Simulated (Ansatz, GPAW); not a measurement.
## Fe: programs and potentials compared

```
CELL_PARAMETERS angstrom
-1.44300 1.44300 1.44300
1.44300 -1.44300 1.44300
1.44300 1.44300 -1.44300
ATOMIC_POSITIONS crystal
Fe 0.00000 0.00000 0.00000
```

Alike in all runs: task band structure; functional PBE; k mesh 13 × 13 × 13; occupations fermi-dirac, width 0.05 eV; collinear spin, ferromagnetic start; no spin-orbit coupling. Pressure is positive in compression and, in plane waves, holds the error of the finite cutoff, which Ansatz's Pulay term estimates and takes out.

```tsv
program and potentials	plane-wave cutoff (eV)	notes	pressure (GPa)	net moment per atom (μB)
Ansatz, Ansatz PAW (files of its older set among them)	844	16 valence electrons an atom on average; Pulay term of +0.07 GPa included	-9.73	2.24
Ansatz, all-electron LAPW, scalar-relativistic	-	-	-9.85	2.24
GPAW, GPAW PAW data sets (gpaw-data 1.2.1)	600	8 valence electrons an atom on average	-7.97	2.25
```

The pressure spans -9.85 (Ansatz, all-electron LAPW, scalar-relativistic) to -7.97 GPa (GPAW, GPAW PAW data sets (gpaw-data 1.2.1)), with all-electron results at -9.85. The net moment per atom spans 2.24 (Ansatz, all-electron LAPW, scalar-relativistic) to 2.25 μB (GPAW, GPAW PAW data sets (gpaw-data 1.2.1)), with all-electron results at 2.24. Runs that ended in another magnetic state (1) are left out. The state is the one that the start led to, which needn't be the lowest.

The functional is the same throughout but for its coding, so the spread measures potentials, basis and numerics; runs on potential files found faulty are left out.

All three runs put the ferromagnetic body-centred cubic cell under tension, so it is larger than the PBE equilibrium volume for this state. That fits the known tendency of PBE to make iron slightly too compact. The moment, 2.24 to 2.25 μB per atom, reflects exchange splitting of the narrow 3d bands: majority-spin states are largely filled, minority-spin states only partly, and hybridisation and band overlap leave a non-integer, itinerant moment.

The moment barely distinguishes the potentials, whereas the pressure does. Ansatz PAW lies close to the all-electron result, while GPAW gives a distinctly weaker tension, possibly because its smaller valence space leaves the 3s and 3p shells frozen. Close agreement in the moment is therefore no guarantee of an equally accurate equation of state, since the integrated spin imbalance can hide small errors in how the energy changes with volume. A single volume establishes the direction of the preferred relaxation, but neither the equilibrium lattice constant nor the bulk modulus.
